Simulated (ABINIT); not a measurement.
Crystal: BAs.

```
As B
1.0
     0.00000    2.38850    2.38850
     2.38850    0.00000    2.38850
     2.38850    2.38850    0.00000
As B
1 1
Direct
  0.75000 0.75000 0.75000
  0.00000 0.00000 0.00000
```

Base run:

```yaml
Program: ABINIT 10.8.3 (patched build)
Functional: LDA
Potentials_or_basis: PseudoDojo NC SR LDA v0.4.1 standard
Cutoff: 925 eV
k_mesh: 8 × 8 × 8
Occupations: fermi-dirac, width 0.05 eV
Spin: no spin polarisation
```

Its results: band gap on the k mesh 1.16 eV, indirect (least direct gap 3.26 eV).

**Question.** The run is repeated on the same cell with these changes: functional from LDA to PBE; potentials or basis from PseudoDojo NC SR LDA v0.4.1 standard to PseudoDojo NC SR PBE v0.4.1 standard; cutoff from 925 eV to 1034 eV. What comes out?

**Answer.** Band gap on the k mesh 1.21 eV, indirect (least direct gap 3.29 eV).

A k mesh can miss the band edges.
